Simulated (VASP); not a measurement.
TaSi2 (spin), 9 atoms in the cell. Symmetry: P6_422, No. 181, hexagonal system. Conventional cell: a = 4.784 Å, b = 4.784 Å, c = 6.570 Å, α = 90.00°, β = 90.00°, γ = 120.00°. Around Ta (site symmetry 222) lie 10 Si at 2.61 to 2.83 Å. Around Si (site symmetry 2) lie 5 Si at 2.56 to 2.83 Å and 5 Ta at 2.61 to 2.83 Å. 

| Quantity | Value |
| --- | --- |
| Program | VASP 6.6.1 |
| Task | single point |
| Functional | PBEsol |
| Potentials or basis | VASP PAW PBE potentials, release 64 (Ta_pv, Si) |
| Cutoff | 520 eV |
| k mesh | 6 × 6 × 4 |
| Occupations | gaussian, width 0.1 eV |
| Spin | collinear spin, typed start |
| Starting moments | [1.0, 1.0, 1.0, 0.0, 0.0, 0.0, 0.0, 0.0, 0.0] μB |
| Dipole correction | no |
| Further INCAR settings | ALGO = Normal; EDIFF = 1e-06; NBANDS = 42 |

Potentials or basis: VASP PAW PBE potentials, release 64 (Ta_pv, Si).

Run with:

```sh
$ cat potpaw_PBE.64/Ta_pv/POTCAR potpaw_PBE.64/Si/POTCAR > POTCAR
$ mpirun -np 1 vasp_std > vasp.out
```

Hardware: 1 thread of AMD EPYC 9R45 96-Core Processor (Zen 5) (shared host).

Question: Estimate the wall time of this run.

Answer: It took 2.3 min on 1 thread of AMD EPYC 9R45 96-Core Processor (Zen 5), with other jobs on the host, peak memory 0.34 GiB. Counts: scf iterations 15, k points 21.
